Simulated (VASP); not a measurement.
The system is PtS2.

```
Pt S
1.0
     3.54320    0.00000    0.00000
    -1.77160    3.06850    0.00000
     0.00000    0.00000    5.03880
Pt S
1 2
Direct
  0.00000 0.00000 0.00000
  0.66667 0.33333 0.77300
  0.33333 0.66667 0.22700
```

Base run:

* Program: VASP 6.6.1
* Functional: LAK
* Potentials or basis: VASP PAW PBE potentials, release 64 (Pt, S)
* Cutoff: 520 eV
* k mesh: 9 × 9 × 5
* Occupations: fermi-dirac, width 0.05 eV
* Spin: no spin polarisation

Its results: band gap on the k mesh 1.39 eV, indirect (least direct gap 1.48 eV).

The run is repeated on the same cell with these changes: functional from LAK to TB-mBJ; further incar settings from ALGO = Normal; EDIFF = 1e-07 to ALGO = Normal; EDIFF = 1e-06; NBANDS = 18. What comes out?

Band gap on the k mesh 1.48 eV, indirect (least direct gap 1.62 eV).

Caveats: spin-orbit coupling is left out, which moves the levels of the heavy elements.
